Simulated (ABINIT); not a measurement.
MoP:

```
Mo P
1.0
     3.22300    0.00000    0.00000
    -1.61150    2.79120    0.00000
     0.00000    0.00000    3.19100
Mo P
1 1
Direct
  0.00000 0.00000 0.00000
  0.33333 0.66667 0.50000
```

Base run:

| Item | Value |
| --- | --- |
| Program | ABINIT 10.8.3 (patched build) |
| Functional | revPBE |
| Potentials or basis | JTH PAW PBE v2.0 |
| Cutoff | 544 eV |
| k mesh | 10 × 10 × 8 |
| Occupations | fermi-dirac, width 0.05 eV |
| Spin | no spin polarisation |

Its results: band gap on the k mesh none (metal or under the smearing width); pressure 4.7 GPa.

Q: The run is repeated on the same cell with these changes: functional from revPBE to PBEsol. What comes out?

A: Band gap on the k mesh none (metal or under the smearing width); pressure -3.1 GPa.

PBEsol binds more tightly than revPBE, so the same cell stands under less pressure.

Caveats: the PAW data sets were made with another functional, which shifts forces and pressure a little.
